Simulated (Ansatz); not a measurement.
MgO (wurtzite), relaxed with r2SCAN in the PAW code Ansatz: it is hexagonal, P6_3mc (No. 186); a = 3.288 Å, c = 5.034 Å in the conventional setting, 11.79 Å³ an atom. Mg is surrounded by 4 O at 1.97–1.99 Å; O is surrounded by 4 Mg at 1.97–1.99 Å. It was then strained (uniaxial along z, other directions held), atoms relaxed again within the symmetry left. Unstrained, HSE06 gives 5.158 eV (Γ, 6×6×4 mesh), and the band edges keep their places in every row. Stress is positive in compression. The calculation is spin-unpolarised, and the structure need not be a phase that has been made.

Axes as in this cell:
```yaml
crystal:
  lattice:
    - [3.28822, 0.00000, 0.00000]
    - [-1.64411, 2.84768, 0.00000]
    - [0.00000, 0.00000, 5.03437]
  atoms:
    - { symbol: Mg, position: [0.33333, 0.66667, 0.99016] }
    - { symbol: Mg, position: [0.66667, 0.33333, 0.49016] }
    - { symbol: O, position: [0.33333, 0.66667, 0.38484] }
    - { symbol: O, position: [0.66667, 0.33333, 0.88484] }
```

```csv
strain (%),ε,"ΔE_g, HSE06 (eV)","Δσ_zz, r2SCAN (GPa)","Δ(mean ε∞, r2SCAN)"
-4.0,-0.0400,+0.065,+3.78,-0.01
-3.0,-0.0300,+0.051,+3.07,-0.01
-2.0,-0.0200,+0.036,+2.20,-0.01
-1.0,-0.0100,+0.019,+1.20,0.00
+2.0,+0.0200,-0.042,-2.68,+0.01
+4.0,+0.0400,-0.092,-5.63,+0.02
```

Task: Fit ΔE_g = a x + b x² to these rows by least squares, with x = ε.

Result: The normal equations take Σx² = 5.000e-03, Σx³ = -2.800e-05, Σx⁴ = 6.260e-06, ΣxΔE = -9.560e-03 and Σx²ΔE = 2.200e-06, and give a = -1.96 eV, b = -8.4 eV; the largest residual is 0.001 eV.

Task: Fit the change of σ_zz in the same way.

Result: Δσ_zz = -118.8 x + (-575) x² GPa. The slope, 119 GPa, is C₃₃ in these axes.

Task: Predict the withheld row at +3.0 % (x = +0.0300).

Result: ΔE_g ≈ -1.96 × (+0.0300) + (-8.4) × (+0.0300)² = -0.066 eV, and Δσ_zz ≈ -4.08 GPa. The runs give -0.065 eV and -4.12 GPa, off by +0.001 eV and -0.04 GPa.

Task: Fit the last column too (unstrained value 2.82), and predict it for the withheld row.

Result: Δ = +0.40 x + (2.9) x², which gives +0.01 at x = +0.0300; the run gives +0.01.
